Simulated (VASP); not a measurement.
A run of VASP 6.6.1 is set up as follows.

Contents of INCAR:

```
SYSTEM = C
  ALGO = Fast
  EDIFF = 1E-6
  ENCUT = 520
  GGA = PE
  ISIF = 2
  ISMEAR = -1
  ISYM = 0
  LASPH = .TRUE.
  LCHARG = .TRUE.
  LELF = .TRUE.
  LREAL = Auto
  LVHAR = .TRUE.
  LWAVE = .FALSE.
  NBANDS = 46
  NELM = 80
  PREC = Accurate
  SIGMA = 0.3723
```

KPOINTS

```
Automatic mesh
0
Gamma
  1 1 1
  0.25 0.25 0.25
```

File POSCAR:

```
C
1.0
    5.4696720000     -0.0080320000      0.0476870000
   -0.0080320000      5.1910130000      0.0535580000
    0.0476870000      0.0535580000      5.3543890000
C
16
Direct
   -0.3632367823      0.4313247725      0.6749314964
    0.0446795965      0.7618276453      0.1475719077
    0.1694535568      1.1893153508      0.5396692165
    0.3672353097      1.1663147042      0.4111214495
   -0.1263229896      0.8146234154      0.6123760085
    0.8922598497      0.8191605661      1.3395848159
   -0.1223436110      0.5394401467      0.7047037233
    0.4856048396      0.6293072969      1.2426531807
    0.1902245670      1.3688970336      0.0810072585
    1.3750521223      0.2166504713      0.1354047163
    0.6644789799      0.0701055868      0.7406005197
    0.1050208114      0.3484382056      0.7179370455
    0.5365501684      1.4739446540      0.4366240489
    0.6395609694      0.8947805071      1.1859238471
    0.5024259267      1.0218563247      0.9813476820
    0.2730981321      0.6060339184      0.1592773339
```

Potentials or basis: VASP PAW PBE potentials, release 64 (C).

Command:

```sh
$ cat potpaw_PBE.64/C/POTCAR > POTCAR
$ mpirun -np 1 vasp_std > vasp.out
```

Question: Estimate the band gap on the k mesh.

Answer: 0.34 eV, direct.

Question: Estimate the largest force.

Answer: 12.933 eV/Å.

Stress tensor (GPa, compression positive):
```
 5.92  8.00  4.00
 8.00 -4.03 -1.77
 4.00 -1.77 -9.22
```

Caveat: the standard files for N, O and F lose accuracy on very short bonds. A hybrid or GW would open this gap; PBE tends to underestimate it.
